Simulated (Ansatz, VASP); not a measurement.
# One calculation of GaAs, two programs

```xyz
8
Lattice="5.6533 0.0000 0.0000 0.0000 5.6533 0.0000 0.0000 0.0000 5.6533" Properties=species:S:1:pos:R:3 pbc="T T T"
Ga    0.0000    0.0000    0.0000
Ga    0.0000    2.8266    2.8266
Ga    2.8266    0.0000    2.8266
Ga    2.8266    2.8266    0.0000
As    1.4133    1.4133    1.4133
As    1.4133    4.2400    4.2400
As    4.2400    1.4133    4.2400
As    4.2400    4.2400    1.4133
```

Alike in both runs: task single point; functional PBEsol; k mesh 3 × 3 × 3; occupations gaussian, width 0.01 eV; no spin polarisation.

```csv
,VASP,Ansatz
version,VASP 6.6.1,Ansatz 0.2.0
potentials or method,"VASP PAW PBE potentials, release 64 (Ga_d, As)","scalar-relativistic, plane waves, PAW"
plane-wave cutoff (eV),520,420
valence electrons in the cell,72,112
```

VASP gave:

* gap on the k mesh at the Fermi level (eV): 0.45
* least direct gap on the mesh (eV): 0.45

What did Ansatz give for the same quantities?

gap on the k mesh at the Fermi level (eV): 0.44; least direct gap on the mesh (eV): 0.44.

The two sets of potentials don't hold the same shells in valence.
